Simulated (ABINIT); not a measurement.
Crystal: Os.

```
Os
1.0
     2.73410    0.00000    0.00000
    -1.36705    2.36780    0.00000
     0.00000    0.00000    4.31970
Os
2
Direct
  0.66667 0.33333 0.75000
  0.33333 0.66667 0.25000
```

- Program: ABINIT 10.8.3 (patched build)
- Task: relaxation of cell and atoms
- Functional: PBE
- Potentials or basis: JTH PAW PBE v2.0
- Cutoff: 408 eV
- k mesh: 11 × 11 × 6
- Occupations: fermi-dirac, width 0.05 eV
- Spin: no spin polarisation

At the start: pressure 9.0 GPa; volume 13.98 Å³/atom.

Problem. How do energy, volume and symmetry change on relaxing?

Solution. Over 4 steps the energy falls by 8.5 meV/atom and the volume is 14.28 Å³/atom (+2.2 %); space group P6_3/mmc (No. 194, to 0.05 Å).

Step by step:
| step | energy change (eV) | largest force (eV/Å) | pressure (GPa) | volume (Å³) |
| --- | --- | --- | --- | --- |
| 1 | 0.0000 | 0.0000 | 9.04 | 27.96 |
| 2 | -0.0161 | 0.0000 | 1.81 | 28.44 |
| 3 | -0.0169 | 0.0000 | 0.06 | 28.56 |
| 4 | -0.0169 | 0.0000 | 0.00 | 28.57 |

Final structure:
```
Os
1.0
     2.75370    0.00000    0.00000
    -1.37685    2.38477    0.00000
     0.00000    0.00000    4.35045
Os
2
Direct
  0.66667 0.33333 0.75000
  0.33333 0.66667 0.25000
```

Caveat: the log and the count of SCF iterations are those of the last ABINIT call alone.
